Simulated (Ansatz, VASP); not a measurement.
## Ba in VASP and in Ansatz

The input INCAR:

```
  PREC = Accurate
  ENCUT = 600
  EDIFF = 1E-7
  ISMEAR = 0
  SIGMA = 0.1
  LREAL = F
  LASPH = T
  NELM = 80
  ALGO = Fast
  ISIF = 3
  LWAVE = F
  LCHARG = F
  GGA = PE
  IBRION = 2
  NSW = 100
  EDIFFG = -0.005
```

Contents of KPOINTS:

```
regular mesh
0
Gamma
  12 12 12
```

Contents of POSCAR:

```
Ba
1.0
   -2.5065000000      2.5065000000      2.5065000000
    2.5065000000     -2.5065000000      2.5065000000
    2.5065000000      2.5065000000     -2.5065000000
Ba
1
Direct
    0.0000000000      0.0000000000      0.0000000000
```

Input for Ansatz:

```yaml
crystal:
  lattice:
    - [-2.5065, 2.5065, 2.5065]
    - [2.5065, -2.5065, 2.5065]
    - [2.5065, 2.5065, -2.5065]
  atoms:
    - { symbol: Ba, position: [0.0, 0.0, 0.0] }
basis:
  ecutwfc: 420
kpoints:
  mp_grid: { grid: [12, 12, 12] }
hamiltonian:
  xc: pbe
scf:
  occupations: { method: gaussian, width: 0.1 }
output:
  forces: true
  stress: true
  eigenvalues: true
  write_density: true
  write_potential: true
  elf: true
  volumetric_format: npy
relax:
  adjacent_minimum: "off"
  f_tol: 0.005
  max_steps: 80
  cell: { stress_tol: 0.05 }
```

Alike in both runs: task relaxation of cell and atoms; functional PBE; k mesh 12 × 12 × 12; occupations gaussian, width 0.1 eV; no spin polarisation.

```csv
,VASP,Ansatz
version,VASP 6.6.1,Ansatz 0.2.0
potentials or method,"VASP PAW PBE potentials, release 64 (Ba_sv)","scalar-relativistic, plane waves, PAW"
plane-wave cutoff (eV),600,420
valence electrons in the cell,10,10
```

```tsv
	VASP	Ansatz	Ansatz less VASP
gap on the k mesh at the Fermi level, each at its own relaxed structure (eV)	none	none	-
relaxed volume (Å³/atom)	63.66	62.99	-0.675
relaxed cell length with the largest relative difference (Å)	4.357	4.341	-0.0155
```

A gap of «none» marks a metal or a gap that the smearing closes.

The runs have no spin-orbit coupling, so splittings on Ba are missing. PBE usually gives volumes a little too large and moduli too small. Zero-point motion and thermal expansion aren't in these numbers.
